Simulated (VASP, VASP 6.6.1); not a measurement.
# Lattice constants of TiSb₂ with PBEsol and r2SCAN: a short c axis and its dependence on the functional

## What was measured

The reference is a single-crystal X-ray diffraction measurement at room temperature on TiSb₂ grown from Sb self-flux, reported in "The de Hass-van Alphen quantum oscillations in a three-dimensional Dirac semimetal TiSb2" (2020, arXiv:2001.07165). It gives the tetragonal cell as a = 6.649 Å and c = 5.7976 Å. The compound has the CuAl₂-type structure, in which Sb atoms pair into dumbbells, and it is a metallic conductor without magnetic order. The starting structure for the calculations comes from a separate published refinement with a = 6.653 Å and c = 5.807 Å. Both of its axes are slightly longer than those of the reference, by far less than the accuracy sought here.

| compared with | measured | T (K) | method |
| --- | --- | --- | --- |
| lattice constant a of the conventional cell (Å) | 6.649 | room temperature | single crystal X-ray diffraction |
| lattice constant c of the conventional cell (Å) | 5.7976 | room temperature | single crystal X-ray diffraction |

Conditions are those given with the value in the passage it was taken from; "not stated" means there, and the paper may say more elsewhere. The values are a selection: others, judged unlike or outlying, were left out beforehand.

## Approach

The aim is to obtain both lattice constants of TiSb₂ from a full relaxation of cell and atomic positions. The model is the ordered six-atom primitive cell in I4/mcm, without spin polarisation. The relaxation starts from the refined cell stretched by 3 % in volume, so that the final axes are not simply inherited from diffraction.

Success means a and c each within 1 % of the measured values. That is about the error a good semilocal functional makes for intermetallic compounds, and it is tight enough to expose a marked over- or underbinding. The calculation treats static nuclei, whereas the crystal was measured at room temperature; for a solid of such heavy atoms, thermal and zero-point expansion together should lengthen the axes by a few tenths of a per cent, which the target can absorb.

PBEsol is the natural first choice, since it was designed for equilibrium structures of densely packed solids. LDA would be no harder to run but usually gives cells that are too small. A Hubbard term on Ti is not called for in a metal with broad, hybridised d bands. Savings on plane-wave cutoff or k mesh are also passed over at the start: a low cutoff distorts the stress that drives a cell relaxation, and a metal needs its Fermi surface sampled well. The PBEsol result is to be secured against tighter numerical settings first, then set beside a neighbouring level of theory.

System: TiSb2; I4/mcm (No. 140), 6 atoms in the cell; conventional a = 6.653, c = 5.807 A, from a published structure refinement (COD).

On the selection of runs and values: Further runs on this system are not shown.

## 1. PBEsol with tighter cutoff and mesh

The central run uses PBEsol at 450 eV with an 8×8×8 mesh. Two companions each tighten one setting, the cutoff to 600 eV or the mesh to 10×10×10, so that any shift can be traced to its source. Both shifts are expected to be small compared with the 1 % target, and the static axes should come out slightly shorter than the measured ones.

**Run 1.** VASP 6.6.1: PBEsol; 450 eV, 8x8x8 k mesh; cell and atoms relaxed, relaxed twice, LASPH on.

Key lines of the input:
```
ALGO = Normal
EDIFF = 1E-06
EDIFFG = -0.006
ENCUT = 450
GGA = PS
IBRION = 2
ISIF = 3
ISMEAR = 1
LASPH = .TRUE.
NBANDS = 28
NELM = 100
NSW = 50
PREC = Accurate
SIGMA = 0.15
KPOINTS: Gamma, 8 8 8
PAW data sets: Sb Ti_sv (PBE 64)
```

Command:
```
mpirun -np 8 vasp_std
```

Selected lines of the output:
```
  external PRESSURE =       0.2038490 kB  Pullay stress =       0.0000000 kB
```

Converged; 2.2 min on 8 cores of Intel Xeon 6975P-C (Granite Rapids), shared host (all steps together).

**Run 2.** VASP 6.6.1: PBEsol; 600 eV, 8x8x8 k mesh; cell and atoms relaxed, relaxed twice, LASPH on.

Key lines of the input, as changed from run 1:
```diff
- ENCUT = 450
+ ENCUT = 600
```

Selected lines of the output:
```
  external PRESSURE =      -0.0275947 kB  Pullay stress =       0.0000000 kB
```

Converged; 5.1 min on the same hardware (all steps together).

**Run 3.** VASP 6.6.1: PBEsol; 450 eV, 10x10x10 k mesh; cell and atoms relaxed, relaxed twice, LASPH on.

Key lines of the input, as changed from run 1:
```diff
- KPOINTS: Gamma, 8 8 8
+ KPOINTS: Gamma, 10 10 10
```

Selected lines of the output:
```
  external PRESSURE =      -0.1405433 kB  Pullay stress =       0.0000000 kB
```

Converged; 3.2 min on the same hardware (all steps together).

| quantity | run 1 | run 2 | run 3 | measured |
| --- | --- | --- | --- | --- |
| lattice constant a of the conventional cell (Å) | 6.636 | 6.637 | 6.638 | 6.649 |
| lattice constant c of the conventional cell (Å) | 5.7128 | 5.7157 | 5.7104 | 5.7976 |
| volume of the conventional cell (Å³) | 251.59 | 251.79 | 251.63 |  |
| space group at the end | I4/mcm | I4/mcm | I4/mcm |  |
| pressure left at the end (GPa) | 0.0204 | −0.0028 | −0.0140 |  |

PBEsol meets the target for a but not for c. The a axis is about 0.2 % short, which thermal and zero-point expansion could account for. The c axis is 0.085 Å short at the central settings, or roughly 1.5 %, and this is more than the few tenths of a per cent allowed for nuclear motion.

Neither the higher cutoff nor the denser mesh changes this. Both move c by less than 0.003 Å, and in opposite directions; shifts this small may come from where each relaxation stopped as much as from the settings. The measured c is also supported by the separate refinement used for the starting cell, whose c axis is slightly longer still. The discrepancy is therefore anisotropic and points to the level of theory rather than to cutoff or sampling.

## 2. A meta-GGA and the role of spin-orbit coupling

Two possible causes of the short c axis are tested. The first is the semilocal functional itself: r2SCAN, a meta-GGA, treats the Sb–Sb and Ti–Sb bonding differently and is expected to lengthen c, though it may also lengthen a. The second is spin-orbit coupling, which is appreciable in Sb and has been left out so far. Its effect on the axes is expected to be small. To isolate it, PBEsol is relaxed with and without the coupling on the same 6×6×6 mesh.

**Run 4.** VASP 6.6.1: r2SCAN; 450 eV, 8x8x8 k mesh; cell and atoms relaxed, relaxed twice, LASPH on.

Key lines of the input, as changed from run 1:
```diff
- GGA = PS
+ METAGGA = R2SCAN
```

Selected lines of the output:
```
   3 F= -.13121593E+03 E0= -.13121665E+03  d E =-.943485E-02
   4 F= -.13121667E+03 E0= -.13121740E+03  d E =-.746945E-03
   5 F= -.13121678E+03 E0= -.13121751E+03  d E =-.850007E-03
   6 F= -.13121678E+03 E0= -.13121751E+03  d E =-.854590E-03
[second pass]
   1 F= -.13121545E+03 E0= -.13121618E+03  d E =-.131215E+03
 reached required accuracy - stopping structural energy minimisation
  external PRESSURE =       0.0467926 kB  Pullay stress =       0.0000000 kB
  volume of cell :      130.25
      direct lattice vectors                 reciprocal lattice vectors
    -3.348913245  3.348913245  2.903353061     0.000000000  0.149302166  0.172214674
     3.348913245 -3.348913245  2.903353061     0.149302166  0.000000000  0.172214674
     3.348913245  3.348913245 -2.903353061     0.149302166  0.149302166  0.000000000
```

Converged; 5.2 min on the same hardware (all steps together).

**Run 5.** VASP 6.6.1: PBEsol with spin-orbit coupling; 450 eV, 6x6x6 k mesh; cell and atoms relaxed, relaxed twice, LASPH on.

Key lines of the input, as changed from run 1:
```diff
+ GGA_COMPAT = .FALSE.
- NBANDS = 28
+ LMAXMIX = 4
+ LNONCOLLINEAR = .TRUE.
+ LSORBIT = .TRUE.
+ MAGMOM = 0 0 0 0 0 0 0 0 0 0 0 0 0 0 0 0 0 0
+ NBANDS = 56
- KPOINTS: Gamma, 8 8 8
+ KPOINTS: Gamma, 6 6 6
```

Command:
```
mpirun -np 8 vasp_ncl
```

Converged; 12 min on the same hardware (all steps together).

**Run 6.** VASP 6.6.1: PBEsol; 450 eV, 6x6x6 k mesh; cell and atoms relaxed, relaxed twice, LASPH on.

Key lines of the input, as changed from run 1:
```diff
- KPOINTS: Gamma, 8 8 8
+ KPOINTS: Gamma, 6 6 6
```

Converged; 2.5 min on the same hardware (all steps together).

| quantity | run 4 | run 5 | run 6 | measured |
| --- | --- | --- | --- | --- |
| lattice constant a of the conventional cell (Å) | 6.698 | 6.647 | 6.648 | 6.649 |
| lattice constant c of the conventional cell (Å) | 5.8067 | 5.6955 | 5.6901 | 5.7976 |
| volume of the conventional cell (Å³) | 260.49 | 251.68 | 251.47 |  |
| space group at the end | I4/mcm | I4/mcm | I4/mcm |  |
| pressure left at the end (GPa) | 0.0047 | 0.0102 | 0.0344 |  |

r2SCAN brings both axes within the target: c is 0.009 Å longer than measured and a is roughly 0.05 Å longer, or about 0.7 %. The gain on c comes with a general expansion of the cell, and a is now described less well than by PBEsol. Since both static axes already exceed the room-temperature values, thermal and zero-point expansion would widen the deviations and could carry a to the edge of the 1 % limit. The ratio c/a is still too small, though closer to experiment than with PBEsol, so the anisotropic error is reduced rather than removed.

Spin-orbit coupling does not explain the short c axis of PBEsol. On the same 6×6×6 mesh, the run with coupling gives c only 0.005 Å longer and leaves a almost unchanged, while the shortfall in c is about 0.1 Å. The doubled band count merely reflects the use of spinors, but the GGA_COMPAT and LMAXMIX settings differ as well, so even this small shift cannot be credited to the coupling alone.

The 6×6×6 mesh itself shortens c by 0.023 Å relative to 8×8×8, far more than the change from 8×8×8 to 10×10×10. It serves for this paired comparison but not for final lattice constants. The cutoff and denser-mesh checks were made with PBEsol and do not establish the numerical convergence of the r2SCAN cell.

## All runs against the measurement

| run | settings | lattice constant a of the conventional cell (Å) | deviation | lattice constant c of the conventional cell (Å) | deviation | cost |
| --- | --- | --- | --- | --- | --- | --- |
| 1 | PBEsol, 450 eV, 8x8x8 k mesh | 6.636 | −0.013 (−0.2 %) | 5.7128 | −0.0848 (−1.5 %) | 17 core-min |
| 2 | PBEsol, 600 eV, 8x8x8 k mesh | 6.637 | −0.012 (−0.2 %) | 5.7157 | −0.0819 (−1.4 %) | 41 core-min |
| 3 | PBEsol, 450 eV, 10x10x10 k mesh | 6.638 | −0.011 (−0.2 %) | 5.7104 | −0.0872 (−1.5 %) | 26 core-min |
| 4 | r2SCAN, 450 eV, 8x8x8 k mesh | 6.698 | +0.049 (+0.7 %) | 5.8067 | +0.0091 (+0.2 %) | 42 core-min |
| 5 | PBEsol with spin-orbit coupling, 450 eV, 6x6x6 k mesh | 6.647 | −0.002 (−0.0 %) | 5.6955 | −0.1021 (−1.8 %) | 1.6 core-h |
| 6 | PBEsol, 450 eV, 6x6x6 k mesh | 6.648 | −0.001 (−0.0 %) | 5.6901 | −0.1075 (−1.9 %) | 20 core-min |
|  | measured | 6.649 |  | 5.7976 |  |  |

## Conclusion

PBEsol, the level chosen at the outset, misses the target: a is within 0.2 % of experiment, but c is 1.4 to 1.5 % too short on the 8×8×8 and 10×10×10 meshes. The central relaxation took 17 core-minutes. Thermal and zero-point expansion, roughly a few tenths of a per cent, would reduce the error in c but probably not bring it clearly inside the limit.

r2SCAN meets the target on both axes, with a 0.7 % and c 0.2 % too long, for 42 core-minutes. This is not a full repair of the structure. The whole cell expands, c/a remains too small, and the close match in c owes something to that general expansion. Nuclear motion would lengthen both axes further and could use up most of the remaining margin in a. Convergence of the r2SCAN cell with cutoff and mesh is not shown in this report.

The cutoff and denser-mesh checks mattered most for judging PBEsol, because they changed c by far less than its error. The coarser 6×6×6 mesh brings a almost exactly onto the measured value while making c worse, so that agreement in a is accidental. The paired spin-orbit calculation barely changed the structure, which makes the coupling an unlikely cause of the short c axis.

The change on going to r2SCAN shows that c depends strongly on the functional. Why PBEsol shortens this axis in particular remains open; an imbalance in its description of the Sb–Sb and Ti–Sb bonding is only a conjecture. All runs used the same PAW data sets, so an error common to them cannot be excluded. A calculation of the anisotropic thermal and zero-point expansion would show how much of each deviation belongs to the functional.

[Logs are printed without paths, hosts, clocks, repeated set-up lines and the standing remarks that a program may print on its own settings, such as how far it seeks lower states.]

[The runs shown are a pick from a larger set of finished runs; failed, doubtful and other runs were left out of it ahead of writing. So were measured values far from every level or from commonly accepted values, and agreement can look better than it is. Lines of input and output are excerpts and may be shortened.]
